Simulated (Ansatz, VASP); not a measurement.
Ta3N: VASP beside Ansatz

INCAR

```
  PREC = Accurate
  ENCUT = 520
  EDIFF = 1E-7
  ISMEAR = -1
  SIGMA = 0.05
  LREAL = False
  LASPH = True
  NELM = 100
  ALGO = Normal
  ISIF = 2
  LWAVE = False
  LCHARG = False
  GGA = PE
  NBANDS = 27
```

File KPOINTS:

```
Automatic mesh
0
Gamma
  10 10 4
```

The input POSCAR:

```
Ta3N
1.0
    3.0523055267      0.0000000000      0.0000000000
   -1.5261527634      2.6433741262      0.0000000000
    0.0000000000      0.0000000000      7.5739671740
Ta N
3 1
Direct
    0.6666666667      0.3333333333      0.8260700000
    0.3333333333      0.6666666667      0.1739300000
    0.0000000000      0.0000000000      0.5000000000
    0.0000000000      0.0000000000      0.0000000000
```

File input.yaml:

```yaml
crystal:
  lattice:
    - [3.0523055267, 0.0, 0.0]
    - [-1.5261527634, 2.6433741262, 0.0]
    - [0.0, 0.0, 7.573967174]
  atoms:
    - { symbol: Ta, position: [0.6666666667, 0.3333333333, 0.82607] }
    - { symbol: Ta, position: [0.3333333333, 0.6666666667, 0.17393] }
    - { symbol: Ta, position: [0.0, 0.0, 0.5] }
    - { symbol: "N", position: [0.0, 0.0, 0.0] }
hamiltonian:
  xc: pbe
  pseudopotentials: { kind: paw }
kpoints:
  mp_grid: { grid: [10, 10, 4] }
scf:
  occupations: { method: fermi_dirac, width: 0.05 }
output:
  forces: true
  stress: true
  eigenvalues: true
```

Change from the starting cell: volume scaled by 1.02.

Alike in both runs: task single point; functional PBE; k mesh 10 × 10 × 4; occupations fermi-dirac, width 0.05 eV; no spin polarisation.

```csv
,VASP,Ansatz
version,VASP 6.6.1,Ansatz 0.2.0
potentials or method,"VASP PAW PBE potentials, release 64 (Ta_pv, N)",Ansatz PAW
plane-wave cutoff (eV),520,420
valence electrons in the cell,38,44
```

|  | VASP | Ansatz | Ansatz less VASP |
| --- | --- | --- | --- |
| gap on the k mesh at the Fermi level (eV) | none | none | - |
| pressure (GPa) | -5.1 | -5.4 | -0.25 |
| largest component of the traceless stress (GPa) | 0.52 | 0.51 | -0.012 |
| rms of the force components (eV/Å) | 0.082 | 0.101 | +0.0184 |

Atom by atom the forces differ by 0.018 eV/Å (rms over components). A gap of «none» marks a metal or a gap that the smearing closes. With one functional, cell and mesh, what is left measures potentials, basis and numerics. The two sets of potentials don't hold the same shells in valence.

The runs have no spin-orbit coupling, so splittings on Ta are missing.
